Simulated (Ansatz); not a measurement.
Zone-centre modes in CdTe

Level of theory: DFT PBE, scalar-relativistic, plane waves, PAW in Ansatz 0.2.0. Cutoff 420 eV, Γ-centred 12×12×8 k-points, Gaussian smearing of 0.05 eV. No spin polarisation.

Reference structure (relaxed at this level):

```yaml
crystal:
  lattice:
    - [0.00000, -3.30869, -3.30869]
    - [-3.30869, 0.00000, -3.30869]
    - [3.30869, 3.30869, -6.61737]
  atoms:
    - { symbol: Cd, position: [0.50000, 0.50000, 0.50000] }
    - { symbol: Cd, position: [0.00000, 0.00000, 0.00000] }
    - { symbol: Te, position: [0.37500, 0.37500, 0.87500] }
    - { symbol: Te, position: [0.87500, 0.87500, 0.37500] }
```

Harmonic modes by finite displacements of 0.02 Å, without the LO–TO term. The cell doubles the primitive one, so its zone centre also holds the primitive cell's point q = (0, 0, 1/2).

Question: At this geometry, is the structure stable against these modes?

Answer: Yes: no mode is imaginary beyond 10 cm⁻¹, and only the three translations lie near zero.

Question: List the wavenumbers in cm⁻¹.

Answer: 0, 0, 0, 29, 29, 103, 130, 130, 130, 132, 132, 134.

Cost: 1 run of about 25 core-minutes, on Intel Xeon Processor @ 2.70GHz (shared hosts).